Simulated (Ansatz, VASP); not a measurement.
**Mo: VASP beside Ansatz**

```xyz
1
Lattice="-1.5838 1.5838 1.5838 1.5838 -1.5838 1.5838 1.5838 1.5838 -1.5838" Properties=species:S:1:pos:R:3 pbc="T T T"
Mo    0.0000    0.0000    0.0000
```

Alike in both runs: task relaxation of cell and atoms; functional LDA; k mesh 12 × 12 × 12; occupations fermi-dirac, width 0.05 eV; no spin polarisation.

```csv
,VASP,Ansatz
version,VASP 6.6.1,Ansatz 0.2.0
potentials or method,"VASP PAW LDA potentials, release 64 (Mo_sv)",Ansatz PAW
plane-wave cutoff (eV),600,420
valence electrons in the cell,14,14
```

VASP gave:

```
gap on the k mesh at the Fermi level, each at its own relaxed structure (eV) : none
relaxed volume (Å³/atom)                                                     : 15.12
relaxed cell length with the largest relative difference (Å)                 : 2.698
energy change over the relaxation (meV/atom)                                 : -33
```

Q: Estimate Ansatz's values.

A: gap on the k mesh at the Fermi level, each at its own relaxed structure (eV): none; relaxed volume (Å³/atom): 15.06; relaxed cell length with the largest relative difference (Å): 2.694; energy change over the relaxation (meV/atom): -39.

A gap of «none» marks a metal or a gap that the smearing closes.

Caveats: the plane-wave basis is chosen anew once the cell has moved, so the energies of steps on either side of that aren't comparable (Ansatz); the PAW data sets come from PBE, with cores solved anew for the run's functional, which leaves a small shift of forces and pressure (Ansatz).
